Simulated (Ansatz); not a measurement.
Input and command of a calculation in Ansatz (plane waves; scalar-relativistic PAW potentials unless the input names others):

```yaml
crystal:
  lattice:
    - [11.7, 0.0, 0.0]
    - [0.0, 15.2, 0.0]
    - [0.0, 0.0, 15.5]
  atoms:
    - { symbol: Sn, position: [0.366348874, 0.2893593726, 0.4992903198] }
    - { symbol: Sn, position: [0.3528157688, 0.7001470695, 0.500310408] }
    - { symbol: Te, position: [0.609805199, 0.2821728962, 0.4970078955] }
    - { symbol: Te, position: [0.6452982581, 0.7072402283, 0.5056056911] }
    - { symbol: Sn, position: [0.3725400557, 0.4897258844, 0.2801318004] }
    - { symbol: Sn, position: [0.3882358717, 0.4930934909, 0.6930687315] }
    - { symbol: Te, position: [0.6321167494, 0.5045152984, 0.2993621727] }
    - { symbol: Te, position: [0.6411072891, 0.4961484792, 0.7153556246] }
    - { symbol: Sn, position: [0.6375771742, 0.2917560182, 0.7053544911] }
    - { symbol: Te, position: [0.3710407285, 0.2908607283, 0.7090898793] }
    - { symbol: Sn, position: [0.6270294986, 0.5024614816, 0.4973918115] }
    - { symbol: Te, position: [0.3814191388, 0.4948777039, 0.4859494223] }
basis:
  ecutwfc: 420
kpoints:
  mp_grid: { grid: [1, 1, 1], shift: [0.0, 0.0, 0.0] }
hamiltonian:
  xc: pbe
scf:
  occupations: { method: gaussian, width: 0.05 }
output:
  forces: true
  eigenvalues: true
relax:
  adjacent_minimum: "off"
  f_tol: 0.03
  max_steps: 40
```

```bash
ansatz run input.yaml --threads 4 --pin off --max-ram 11264MiB --backend cpu --events-out ev --progress --plain --runs-dir out
```

Abridged log:
```
Basis set: ecut = 420 eV, 53911 PW (Γ), exchange–correlation on 160×216×216 points (8 copies of the dense FFT grid, shifted against one another)
Bands: 108, of which v1, the nominal top of the filled ones, is band 90 counted from 1 (89 counted from 0)
Symmetry: 1 space group operations
k-points: 1
SCF iter   1: F=—  HF=-78021.902381 eV  |F-HF|=—  |Δ(HF+E_count)|=         —  Δρ=1.59e-3  dr2=4.56e-1  ethr=1.77e-3  ⟨swp⟩=7.0  Hψ=430  notcnv=0
SCF iter   2: F=—  HF=-78022.124959 eV  |F-HF|=—  |Δ(HF+E_count)|=   2.23e-1  Δρ=4.54e-3  dr2=4.37e0  ethr=2.54e-4  ⟨swp⟩=3.0  Hψ=168  notcnv=0  defer=14  recentre
SCF iter   3: F=—  HF=-78021.866501 eV  |F-HF|=—  |Δ(HF+E_count)|=   2.58e-1  Δρ=1.12e-3  dr2=1.89e-1  ethr=2.54e-4  ⟨swp⟩=3.0  Hψ=127  notcnv=0  defer=14
SCF iter   4: F=—  HF=-78021.850569 eV  |F-HF|=—  |Δ(HF+E_count)|=   1.59e-2  Δρ=4.52e-4  dr2=1.44e-2  ethr=1.05e-4  ⟨swp⟩=3.0  Hψ=135  notcnv=0  defer=9
SCF iter   5: F=—  HF=-78021.852117 eV  |F-HF|=—  |Δ(HF+E_count)|=   1.55e-3  Δρ=2.05e-4  dr2=3.12e-3  ethr=8.02e-6  ⟨swp⟩=2.0  Hψ=125  notcnv=0  defer=9
SCF iter   6: F=—  HF=-78021.852402 eV  |F-HF|=—  |Δ(HF+E_count)|=   2.85e-4  Δρ=1.02e-4  dr2=7.72e-4  ethr=1.73e-6  ⟨swp⟩=2.0  Hψ=111  notcnv=0  defer=9
SCF iter   7: F=—  HF=-78021.852496 eV  |F-HF|=—  |Δ(HF+E_count)|=   9.41e-5  Δρ=4.67e-5  dr2=1.02e-4  ethr=4.29e-7  ⟨swp⟩=2.0  Hψ=110  notcnv=0  defer=9
SCF iter   8: F=—  HF=-78021.852545 eV  |F-HF|=—  |Δ(HF+E_count)|=   4.87e-5  Δρ=2.36e-5  dr2=3.13e-5  ethr=5.67e-8  ⟨swp⟩=2.0  Hψ=123  notcnv=0  defer=9
   ...
SCF iter   1: F=—  HF=-78024.766897 eV  |F-HF|=—  |Δ(HF+E_count)|=         —  Δρ=3.90e-4  dr2=4.47e-3  ethr=2.61e-5  ⟨swp⟩=3.0  Hψ=229  notcnv=0  defer=13
SCF iter   2: F=—  HF=-78024.766333 eV  |F-HF|=—  |Δ(HF+E_count)|=   5.64e-4  Δρ=1.81e-4  dr2=1.00e-3  ethr=2.49e-6  ⟨swp⟩=2.0  Hψ=185  notcnv=0  defer=13
SCF iter   3: F=—  HF=-78024.766372 eV  |F-HF|=—  |Δ(HF+E_count)|=   3.86e-5  Δρ=9.52e-5  dr2=6.51e-4  ethr=5.56e-7  ⟨swp⟩=2.0  Hψ=116  notcnv=0  defer=13
SCF iter   4: F=—  HF=-78024.766327 eV  |F-HF|=—  |Δ(HF+E_count)|=   4.53e-5  Δρ=3.34e-5  dr2=1.21e-4  ethr=3.62e-7  ⟨swp⟩=2.0  Hψ=113  notcnv=0  defer=13
SCF iter   5: F=—  HF=-78024.766326 eV  |F-HF|=—  |Δ(HF+E_count)|=   6.55e-7  Δρ=1.42e-5  dr2=2.56e-5  ethr=6.73e-8  ⟨swp⟩=2.0  Hψ=122  notcnv=0  defer=13
SCF iter   6: F=—  HF=-78024.766536 eV  |F-HF|=—  |Δ(HF+E_count)|=   2.10e-4  Δρ=6.19e-6  dr2=1.10e-6  ethr=1.42e-8  ⟨swp⟩=2.0  Hψ=111  notcnv=0  defer=13
SCF iter   7: F=—  HF=-78024.766537 eV  |F-HF|=—  |Δ(HF+E_count)|=   5.66e-7  Δρ=2.52e-6  dr2=3.34e-7  ethr=6.08e-10  ⟨swp⟩=2.0  Hψ=123  notcnv=0  defer=13
SCF iter   8: F=-78024.766537 eV  HF=-78024.766537 eV  |F-HF|=1.09e-9  |Δ(HF+E_count)|=   8.07e-8  Δρ=9.09e-7  dr2=3.60e-8  ethr=5.56e-11  ⟨swp⟩=13.0  Hψ=524  notcnv=0
SCF 14 converged in 8 iterations: F = -78024.766537 eV  dr2 = 3.60e-8
relax step  14: F+E_penalty+E_count = -78024.76653673 eV  Δ(F+E_penalty+E_count) = -1.190e-3 eV  max|allowed force component| = 2.753e-2 eV/Å  Δτ_max = 0.0656 Å  (8 SCF iters, accepted)
SCF converged after 8 iterations
Free energy (F): -78024.766537 eV
Harris-Foulkes:  -78024.766537 eV  (|F-HF|=1.09e-9)
Internal energy: -78024.766537 eV  (E = F + TS)
E sigma→0 (E₀):  -78024.766537 eV
Fermi energy:    -2.511788 eV
--- Forces (eV/Å), atoms counted from 1 ---
  atom   1  Sn    -0.00939992     0.00098411     0.00319436
  atom   2  Sn     0.02305241     0.00929753     0.00096005
  atom   3  Te    -0.00052278    -0.00143009    -0.00825593
  atom   4  Te    -0.02753357     0.00186565     0.00569225
  atom   5  Sn     0.02510233     0.00333361    -0.01404646
  atom   6  Sn    -0.00370715    -0.00209352    -0.01525166
  atom   7  Te    -0.01847798     0.00275198    -0.00319395
  atom   8  Te     0.00499458    -0.00297431     0.00613379
  atom   9  Sn    -0.00279629     0.00166499     0.00162722
  atom  10  Te     0.00233209     0.00448856     0.01737004
  atom  11  Sn     0.00419394    -0.00436916     0.00118140
  atom  12  Te     0.00274634    -0.01353027     0.00458878
--- Relaxed structure (14 steps of the walk, 13 accepted, 0 SCFs on fresh bases) ---
  F+E_penalty+E_count = -78024.76653673 eV   max|allowed force component| = 2.753e-2 eV/Å
  atoms:
    - { symbol: Sn, position: [0.38826805, 0.29884662, 0.49363866] }
    - { symbol: Sn, position: [0.38447565, 0.68822694, 0.56046224] }
    - { symbol: Te, position: [0.62940701, 0.29653809, 0.49972997] }
    - { symbol: Te, position: [0.60787960, 0.70483875, 0.52394355] }
    - { symbol: Sn, position: [0.40744986, 0.42891782, 0.30471058] }
    - { symbol: Sn, position: [0.40746437, 0.51051412, 0.68759160] }
    - { symbol: Te, position: [0.62103474, 0.49047435, 0.28983875] }
    - { symbol: Te, position: [0.64646381, 0.48946037, 0.68976241] }
    - { symbol: Sn, position: [0.60753379, 0.29873460, 0.68830786] }
    - { symbol: Te, position: [0.35266478, 0.32278013, 0.68181968] }
    - { symbol: Sn, position: [0.61441688, 0.50815126, 0.48541299] }
    - { symbol: Te, position: [0.35827600, 0.50487553, 0.48269991] }
```

Apart from outputs and empty bands, the input differs from a reference run on usual settings in kpoints.mp_grid.shift: not typed → [0.0, 0.0, 0.0]. The reference, at the same start, ended its own course with largest force 0.022 eV/Å, gap on the mesh 1.38 eV. This run converged in 106 SCF iterations over all its steps (reference: 91) with an energy at zero smearing 0.20 meV/atom below the reference's, largest force 0.029 eV/Å, gap on the mesh 1.37 eV.

The run took 45 s on 4 threads of AMD EPYC 9R45 96-Core Processor (Zen 5), with other jobs on the host, peak memory 1.8 GiB.